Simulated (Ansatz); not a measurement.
Crystal: RuS2 (Laurite).

```
Ru S
1.0
     5.61060    0.00000    0.00000
     0.00000    5.61060    0.00000
     0.00000    0.00000    5.61060
Ru S
4 8
Direct
  0.00000 0.50000 0.50000
  0.50000 0.50000 0.00000
  0.50000 0.00000 0.50000
  0.00000 0.00000 0.00000
  0.38831 0.11169 0.88831
  0.11169 0.88831 0.38831
  0.88831 0.38831 0.11169
  0.61169 0.61169 0.61169
  0.61169 0.88831 0.11169
  0.88831 0.11169 0.61169
  0.11169 0.61169 0.88831
  0.38831 0.38831 0.38831
```

Base run:

| Property | Result |
| --- | --- |
| Program | Ansatz 0.2.0 |
| Functional | HSE06 |
| Potentials or basis | Ansatz PAW |
| Cutoff | 420 eV |
| Density cutoff | 1680 eV |
| k mesh | 4 × 4 × 4 |
| Occupations | fixed |
| Spin | no spin polarisation |

Its results: band gap on the k mesh 1.81 eV, indirect (least direct gap 2.20 eV); largest force 0.324 eV/Å.

Problem. The run is repeated on the same cell with these changes: functional from HSE06 to LDA; level from hse06 to lda. What comes out?

Solution. Band gap on the k mesh 0.71 eV, indirect (least direct gap 0.92 eV); largest force 0.361 eV/Å.

Caveats: the PAW data sets come from PBE, with cores solved anew for the run's functional, which leaves a small shift of forces and pressure.

Not every run made on this cell is shown here.
